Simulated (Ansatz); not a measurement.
# K (diamond type): how the settings move a single-point run

Question: which choices in the input matter for K (diamond type)?

Method: reference: DFT, PBE, norm-conserving pseudopotentials, Ansatz's default files, scalar-relativistic, in Ansatz 0.2.0.

1 further run of the same task is left out (it didn't finish).

**1. The structure to begin with**

It takes space group Fd-3m (No. 227, cubic). Conventional cell: a = 8.452 Å, b = 8.452 Å, c = 8.452 Å, α = 90.00°, β = 90.00°, γ = 90.00°. K (site symmetry -43m) has 4 K at 3.66 Å as nearest neighbours.

Structure file:

```
K
1.0
     0.00000    4.22584    4.22584
     4.22584    0.00000    4.22584
     4.22584    4.22584    0.00000
K
2
Direct
  0.87500 0.87500 0.87500
  0.12500 0.12500 0.12500
```

**2. The reference run**

input.yaml reads:

```yaml
crystal:
  lattice:
    - [0.0, 4.2258402818, 4.2258402818]
    - [4.2258402818, 0.0, 4.2258402818]
    - [4.2258402818, 4.2258402818, 0.0]
  atoms:
    - { symbol: K, position: [-0.125, -0.125, -0.125] }
    - { symbol: K, position: [0.125, 0.125, 0.125] }
kpoints:
  mp_grid: { grid: [8, 8, 8] }
scf:
  occupations: { method: fermi_dirac, width: 0.1 }
hamiltonian:
  xc: pbe
  pseudopotentials: { kind: nc }
output:
  forces: true
  stress: true
  eigenvalues: true
```

Started as:

```
$ ansatz run input.yaml --threads 1 --pin off --max-ram 2048MiB --backend cpu --events-out ev --progress --plain --runs-dir out
```

**3. Changing settings: chi_scale 0.0**

input.yaml, as its differences from that of step 2:

```diff
@@ -12,2 +12,3 @@
   occupations: { method: fermi_dirac, width: 0.1 }
+  initial_density: { chi_scale: 0.0 }
 hamiltonian:
```

What does the calculation give? Wanted: for each run, ending; energy change; pressure; gap; force.

As calculated:

| run | ending | energy change | pressure (GPa) | gap (eV) | force (eV/Å) | cycles | time |
| --- | --- | --- | --- | --- | --- | --- | --- |
| reference | converged | 0 | 0.9 | 0.00 | 0.00 | 7 | 6.9 s |
| 1: chi_scale 0.0 | converged | 0.0 meV/atom | 0.9 | 0.00 | 0.00 | 7 | 6.6 s |

Residual by cycle in the longest SCF loop of each run; runs are numbered as in the table. The quantity is the density residual dr2, in eV.

```csv
cycle,reference,run 1
1,0.0827,0.0827
2,0.047,0.047
3,0.00646,0.00646
4,5.1e-4,5.1e-4
5,3.6e-5,3.6e-5
6,1.6e-6,1.6e-6
7,3.1e-8,3.1e-8
```

What this shows: Energy and cycle count are those of the reference, so the change (start) left the result and the number of cycles as they were.
